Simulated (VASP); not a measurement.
**VASP 6.6.1 run: SiC**

INCAR

```
NELM = 91
PREC = Accurate
GGA = PS
ISMEAR = -1
EDIFF = 1E-7
ISIF = 2
SIGMA = 0.02
LREAL = .FALSE.
LWAVE = .FALSE.
NBANDS = 11
BMIX = 0.0001
AMIX = 0.2
ENCUT = 520
LCHARG = .FALSE.
NSW = 0
IBRION = -1
LASPH = .TRUE.
```

KPOINTS

```
KPOINTS created by Atomic Simulation Environment
0
Gamma
8 8 8
0 0 0
```

POSCAR

```
Si C
 1.0000000000000000
    -0.0011000000000000    2.2288000000000001    2.1823000000000001
     2.0783000000000000    0.0339000000000000    2.1473000000000000
     2.1046000000000000    2.2201000000000000    0.0076000000000000
 Si  C
   1   1
Cartesian
  4.1322046300000004  2.2552574700000001  2.1347204500000001
  1.0626731899999999  1.1135545800000000  1.1323006700000000
```

The recommended PBE PAW datasets give the neutral cell 8 valence electrons.

Command

```
mpirun -np 1 vasp_std
```

Question: How does this run end, and what does it give?

Answer: It converged. Results: gap between bands v and c on the k mesh 0.58 eV; least direct gap on the k mesh 4.27 eV; pressure 11.1 GPa; largest force 2.57 eV/Å. Band v is the last that the valence electrons fill when counted band by band, and c is the next.

OSZICAR

```
N       E                     dE             d eps       ncg     rms          rms(c)
DAV:   1     0.244662806239E+01    0.24466E+01   -0.39546E+03  6027   0.613E+02
DAV:   2    -0.171074797579E+02   -0.19554E+02   -0.18498E+02  7097   0.110E+02
DAV:   3    -0.176872320635E+02   -0.57975E+00   -0.57855E+00  7046   0.155E+01
DAV:   4    -0.176893431028E+02   -0.21110E-02   -0.21109E-02  6578   0.118E+00
DAV:   5    -0.176893519065E+02   -0.88037E-05   -0.88035E-05  7030   0.710E-02    0.928E+00
DAV:   6    -0.163053771479E+02    0.13840E+01   -0.20417E+00  6503   0.644E+00    0.622E+00
DAV:   7    -0.157505084350E+02    0.55487E+00   -0.27162E+00  6704   0.766E+00    0.297E+00
DAV:   8    -0.157281989295E+02    0.22310E-01   -0.60948E-02  6608   0.167E+00    0.397E-01
DAV:   9    -0.157278280036E+02    0.37093E-03   -0.17596E-03  6983   0.314E-01    0.226E-01
DAV:  10    -0.157277400641E+02    0.87939E-04   -0.37832E-04  6389   0.102E-01    0.121E-01
DAV:  11    -0.157277249579E+02    0.15106E-04   -0.70088E-05  6764   0.514E-02    0.556E-02
DAV:  12    -0.157277214898E+02    0.34681E-05   -0.24691E-05  6695   0.295E-02    0.101E-02
DAV:  13    -0.157277210106E+02    0.47921E-06   -0.30075E-06  6680   0.971E-03    0.438E-03
DAV:  14    -0.157277209823E+02    0.28337E-07   -0.24090E-07  5568   0.307E-03
   1 F= -.15727721E+02 E0= -.15727721E+02  d E =-.117443E-08
```

For comparison, a separate PBEsol run of the intended cell, on usual settings and not on those above, gives a gap of 0.58 eV on its mesh and a pressure of 11.1 GPa.
